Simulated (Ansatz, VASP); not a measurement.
# One calculation of KCl, two programs

```
K Cl
1.0
     3.64607    0.00000    0.00000
     0.00000    3.64607    0.00000
     0.00000    0.00000    3.64607
K Cl
1 1
Direct
  0.00000 0.00000 0.00000
  0.50000 0.50000 0.50000
```

Change from the starting cell: volume scaled by 1.01, crystal datasets.

Alike in both runs: task electric field gradients; functional PBEsol; k mesh 7 × 7 × 7; occupations fermi-dirac, width 0.01 eV; no spin polarisation.

|  | VASP | Ansatz |
| --- | --- | --- |
| version | VASP 6.6.1 | Ansatz 0.2.0 |
| potentials or method | VASP PAW PBE potentials, release 64 (K_sv, Cl), cutoff 520 eV | all-electron PAW with datasets made for the crystal, scalar-relativistic |

|  | VASP | Ansatz | Ansatz less VASP |
| --- | --- | --- | --- |
| gap on the k mesh at the Fermi level (eV) | 5.34 | 5.35 | +0.005 |
| pressure (GPa) | 2.1 | 2.0 | -0.09 |
| Vzz of the field gradient on the site that differs most (V/Å²) | 0.0 | 0.0 | 0.00 |

Ansatz ran all-electron here, so the differences hold the error of VASP's frozen core and of both bases.

Caveats: the PAW data sets were made with another functional, which shifts forces and pressure a little (VASP); an odd mesh through Γ misses points on the zone boundary, where band edges often lie.
